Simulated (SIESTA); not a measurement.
Lu under changes of volume

One of the cells (30.086 Å³/atom); the others are scaled copies at fixed shape and fractional positions:

```xyz
2
Lattice="3.5263 0.0000 0.0000 -1.7632 3.0539 0.0000 0.0000 0.0000 5.5877" Properties=species:S:1:pos:R:3 pbc="T T T"
Lu    1.7632    1.0180    4.1907
Lu    0.0000    2.0359    1.3969
```

```yaml
Program: SIESTA 5.4.2
Functional: PBE
Potentials_or_basis: PseudoDojo 0.4 standard (PBE files)
Basis: DZP (energy shift 0.003 Ry; two zetas on semicore shells)
Grid_cutoff: 500 Ry
Energy_shift: 0.003 Ry
k_mesh: 9 × 9 × 5
Occupations: fermi-dirac, width 0.05 eV
Spin: no spin polarisation
```

```tsv
volume (Å³/atom)	energy over the lowest point (meV/atom)	pressure (GPa)
27.727	4.58	2.1
28.317	1.72	1.0
28.906	0.00	-0.1
30.086	?	?
30.676	16.70	-2.8
31.266	28.78	-3.6
```

Task: What does the run at 30.086 Å³/atom give?

Result: Energy over the lowest point 7.89 meV/atom; pressure -1.9 GPa.

Worked out: A Birch-Murnaghan fit of order 3 (a polynomial in V^(-2/3)) to the other rows has its minimum at 28.80 Å³/atom with B0 = V·E''(V) = 38 GPa (rough, since the energies scatter) at fixed shape and positions, which overstates the stiffness. It gives 7.76 meV/atom at 30.086 Å³/atom, against the run's 7.89, and -dE/dV = -1.9 GPa, against -1.9.

Energies are extrapolated to zero smearing.

Caveats: the basis of atomic orbitals isn't converged, which shifts pressures, moduli and gaps.
